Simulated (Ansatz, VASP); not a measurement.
## MgO: VASP beside Ansatz

Contents of INCAR:

```
SYSTEM = MgO
PREC = Accurate ; ENCUT = 520
EDIFF = 1E-6 ; ISMEAR = -1
SIGMA = 0.01 ; LREAL = .FALSE.
LASPH = .TRUE. ; NELM = 80
ALGO = Normal ; ISIF = 2
LWAVE = .FALSE. ; LCHARG = .FALSE.
GGA = PE ; NBANDS = 11
```

File KPOINTS:

```
regular mesh
0
G
  3 3 3
  0 0 0
```

File POSCAR:

```
MgO
1.0
    0.0000000000      2.1351500000      2.1351500000
    2.1351500000      0.0000000000      2.1351500000
    2.1351500000      2.1351500000      0.0000000000
Mg O
1 1
Direct
    0.0000000000      0.0000000000      0.0000000000
    0.5000000000      0.5000000000      0.5000000000
```

Input for Ansatz:

```yaml
crystal:
  lattice:
    - [0.0, 2.13515, 2.13515]
    - [2.13515, 0.0, 2.13515]
    - [2.13515, 2.13515, 0.0]
  atoms:
    - { symbol: Mg, position: [0.0, 0.0, 0.0] }
    - { symbol: O, position: [0.5, 0.5, 0.5] }
kpoints:
  mp_grid: { grid: [3, 3, 3] }
scf:
  occupations: { method: fermi_dirac, width: 0.01 }
hamiltonian:
  xc: pbe
  pseudopotentials: { kind: all_electron, lapw: { basis_error: 0.001 } }
output:
  forces: true
  stress: true
  eigenvalues: true
```

Alike in both runs: task single point; functional PBE; k mesh 3 × 3 × 3; occupations fermi-dirac, width 0.01 eV; no spin polarisation.

|  | VASP | Ansatz |
| --- | --- | --- |
| version | VASP 6.6.1 | Ansatz 0.2.0 |
| potentials or method | VASP PAW PBE potentials, release 64 (Mg, O) | all-electron LAPW, scalar-relativistic |
| plane-wave cutoff (eV) | 520 | see its input |

VASP gave:

| Item | Value |
| --- | --- |
| gap on the k mesh at the Fermi level (eV) | 4.29 |
| pressure (GPa) | -2.0 |

**Question.** Which values does Ansatz return?

**Answer.** gap on the k mesh at the Fermi level (eV): 4.30; pressure (GPa): -1.2.

Ansatz ran all-electron here, so the differences hold the error of VASP's frozen core and of both bases.

Caveats: the k mesh is coarse (spacing up to 0.85 Å⁻¹), so the values aren't converged. Expect the measured gap to be larger: semilocal functionals such as PBE lack the derivative discontinuity.
